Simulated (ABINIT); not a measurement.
# BN: band structure with LDA

BN:

```
N B
1.0
     2.55394    0.00000    0.00000
    -1.27697    2.21178    0.00000
     0.00000    0.00000    4.22685
N B
2 2
Direct
  0.33333 0.66667 0.12528
  0.66667 0.33333 0.62528
  0.33333 0.66667 0.49972
  0.66667 0.33333 0.99972
```

Measurements of this composition are mostly on another form, of space group No. 194.

- Program: ABINIT 10.8.3 (patched build)
- Task: band structure
- Functional: LDA
- Potentials or basis: JTH PAW LDA v2.0
- Cutoff: 707 eV
- k mesh: 12 × 12 × 6
- Occupations: fermi-dirac, width 0.05 eV
- Spin: no spin polarisation
- Fine-grid cutoff: 1306.15 eV

```
Pressure                                              : -13.9 GPa
Largest force                                         : 0.022 eV/Å
Band gap on the k mesh                                : 4.97 eV, indirect (least direct gap 8.10 eV)
Band gap along the path                               : 4.97 eV, indirect (least direct gap 8.09 eV)
Valence electrons inside the program's atomic spheres : N 2.68; B 2.07
```

Forces on the atoms (eV/Å):
```
N    0.000  0.000 -0.022
N    0.000  0.000 -0.022
B    0.000  0.000  0.022
B    0.000  0.000  0.022
```

Stress tensor (GPa, compression positive):
```
-13.76   0.00   0.00
  0.00 -13.76   0.00
  0.00   0.00 -14.20
```

Levels at the corners of the path, in eV from the valence-band top:
```
point  band 4  band 5  band 6  band 7  band 8  band 9  band 10  band 11  band 12  band 13
    Γ   -2.11   -2.11   -0.28    0.00    0.00    8.19     8.19     8.41     9.46    10.64
    M   -7.73   -6.85   -4.96   -4.42   -2.10    6.58     7.78    10.41    11.31    12.69
    K   -7.11   -7.11   -5.43   -5.38   -5.38    4.97    13.25    13.25    13.58    14.16
    Γ   -2.11   -2.11   -0.28    0.00    0.00    8.19     8.19     8.41     9.46    10.64
    A   -5.66   -1.17   -1.17   -1.17   -1.17    9.35     9.35     9.73     9.73     9.73
    L   -9.94   -3.75   -3.75   -3.55   -3.55    6.45     6.45     9.89     9.89    14.01
    H   -8.74   -7.73   -7.73   -3.03   -3.03    9.20     9.20     9.93     9.93    14.19
    A   -5.66   -1.17   -1.17   -1.17   -1.17    9.35     9.35     9.73     9.73     9.73
```

It took 37 s on 1 thread of Arm Neoverse V2, on a shared host, peak memory 0.1 GiB.
